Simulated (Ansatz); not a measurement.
CoO: single point with PBE

CoO:

```xyz
2
Lattice="1.6022 0.9250 2.5665 -1.6022 0.9250 2.5665 0.0000 -1.8501 2.5665" Properties=species:S:1:pos:R:3 pbc="T T T"
Co    0.0000    0.0000    7.6915
O     0.0000    0.0000    5.7824
```

Measurements of this composition are mostly on another form, of space group No. 225.

```json
{"Program": "Ansatz 0.2.0", "Task": "single point", "Functional": "PBE", "Potentials or basis": "Ansatz PAW", "Cutoff": "420 eV (not typed: the program's choice for these potentials)", "k mesh": "9 × 9 × 9", "Occupations": "fermi-dirac, width 0.05 eV", "Spin": "collinear spin, ferromagnetic start", "Starting moments": "[4.0, 0.0] μB", "Fixed moment": "4 μB"}
```

```
Pressure        : 15.0 GPa
Largest force   : 0.347 eV/Å
Net moment      : 4.00 μB per cell
Absolute moment : 4.00 μB per cell
Site moments    : Co +2.72; O +0.62 μB
```

Forces in eV/Å, atoms in the order of the input:
```
Co   0.000  0.000  0.347
O    0.000  0.000 -0.347
```

Stress tensor (GPa, compression positive):
```
13.45  0.00  0.00
 0.00 13.45  0.00
 0.00  0.00 18.22
```

Wall time 5.3 s on 2 threads of Arm Neoverse V1, on a shared host, peak memory 0.33 GiB.

Caveat: the pressure holds a Pulay correction of +0.7 GPa for the finite cutoff; the total moment is fixed, so each spin has its own Fermi level; a cell with one magnetic atom can't hold antiferromagnetic order, which such compounds often take; the thresholds are loose for stress.
